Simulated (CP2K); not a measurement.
# SnO2: single point with PBE

The system is SnO2.

```
Sn O
1.0
     3.64040    0.00000    0.00000
     1.82020    3.15268    0.00000
     1.82020    1.05089    2.97237
Sn O
1 2
Direct
  0.99723 0.98179 0.02190
  0.74698 0.75217 0.75956
  0.23428 0.27534 0.24113
```

The cell comes from a database or a generator and needn't be the stable form of this composition.

The cell isn't the ideal one: atoms moved at random, drawn with an rms of 0.05 Å.

```json
{
 "Program": "CP2K 2026.2",
 "Task": "single point",
 "Functional": "PBE",
 "Potentials or basis": "POTENTIAL_UZH Sn GTH-PBE-q4, O GTH-PBE-q6; TZVP-MOLOPT-PBE-GTH basis",
 "Density cutoff": "8163 eV",
 "k mesh": "9 × 9 × 9",
 "Occupations": "fermi-dirac, width 0.05 eV",
 "Spin": "no spin polarisation",
 "SCF solver": "diagonalisation with k points",
 "Quickstep method": "GPW",
 "EPS_DEFAULT": "1.0E-10",
 "EPS_SCF": "1.0E-6",
 "MAX_SCF": "100",
 "SCF_GUESS": "ATOMIC",
 "k points reduced by the point group": "yes",
 "Mesh centred on Gamma": "yes",
 "CHOLESKY": "OFF",
 "EPS_EIGVAL": "1.0E-7",
 "MIXING METHOD": "BROYDEN_MIXING",
 "MIXING ALPHA": "0.4",
 "NBUFFER": "8",
 "NGRIDS": "5",
 "Basis sets": "Sn TZVP-MOLOPT-PBE-GTH-q4, O TZVP-MOLOPT-PBE-GTH-q6",
 "Potentials": "Sn GTH-PBE-q4 of POTENTIAL_UZH, O GTH-PBE-q6 of POTENTIAL_UZH",
 "ADDED_MOS": "[12]",
 "REL_CUTOFF (Ry)": "60 Ry",
 "MIXING BETA (1/bohr)": "1.5 1/bohr",
 "CUTOFF of the grids": "600 Ry"
}
```

The pressure is 6.7 GPa, the largest force is 1.269 eV/Å and the band gap on the k mesh is none (metal or under the smearing width). The mulliken charges are Sn +2.51; O -1.26 e. The hirshfeld charges are Sn +0.61; O -0.31 e.

Forces on the atoms (eV/Å):
```
Sn  -0.017  0.908 -0.562
O   -0.282  0.122 -0.137
O    0.301 -1.018  0.694
```

Stress tensor (GPa, compression positive):
```
 5.84  0.21  0.59
 0.21  8.48 -1.15
 0.59 -1.15  5.85
```

Levels at points of the mesh, in eV from the Fermi level:
| k point | band 5 | band 6 | band 7 | band 8 | band 9 | band 10 | band 11 | band 12 |
| --- | --- | --- | --- | --- | --- | --- | --- | --- |
| (0.00, 0.00, 0.00) | -3.11 | -1.64 | -1.40 | -1.29 | -0.46 | 6.56 | 6.72 | 7.11 |

Wall time 60 s on 1 thread of Arm Neoverse V1 (shared host), peak memory 0.37 GiB.

Caveat: Mulliken charges move with the basis; the basis of atomic orbitals isn't converged, which shifts pressures, moduli and gaps.
